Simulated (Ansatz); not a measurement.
**GaSb under changes of volume**

One of the cells (24.084 Å³/atom); the others are scaled copies at fixed shape and fractional positions:

```
CELL_PARAMETERS angstrom
-1.55590 2.67500 2.89331
1.55590 -2.67500 2.89331
1.55590 2.67500 -2.89331
ATOMIC_POSITIONS crystal
Sb 0.50000 0.50000 0.00000
Ga 0.00000 0.00000 0.00000
```

Measurements of this composition are mostly on another form, of space group No. 216.

```yaml
Program: Ansatz 0.2.0
Functional: HSE06
Potentials_or_basis: Ansatz PAW
Cutoff: "420 eV (not typed: the program's choice for these potentials)"
k_mesh: 6 × 6 × 6
Occupations: fermi-dirac, width 0.05 eV
Spin: no spin polarisation
```

```csv
volume (Å³/atom),energy over the lowest point (meV/atom),pressure (GPa)
22.639,?,?
23.121,0.00,0.4
23.602,0.77,-0.7
24.084,4.80,-1.8
24.566,11.61,-2.7
25.048,20.90,-3.5
25.529,32.43,-4.2
```

**Question.** What does the run at 22.639 Å³/atom give?

**Answer.** Energy over the lowest point 3.09 meV/atom; pressure 1.8 GPa.

Worked out: A Birch-Murnaghan fit of order 3 (a polynomial in V^(-2/3)) to the other rows has its minimum at 23.25 Å³/atom with B0 = V·E''(V) = 56 GPa and B' = 4.9 at fixed shape and positions, which overstates the stiffness. It gives 2.80 meV/atom at 22.639 Å³/atom, against the run's 3.09, and -dE/dV = 1.6 GPa, against 1.8.

Energies are extrapolated to zero smearing.

Caveats: all runs use coarse meshes; the PAW data sets come from PBE, with cores solved anew for the run's functional, which leaves a small shift of forces and pressure; the thresholds are loose for stress.
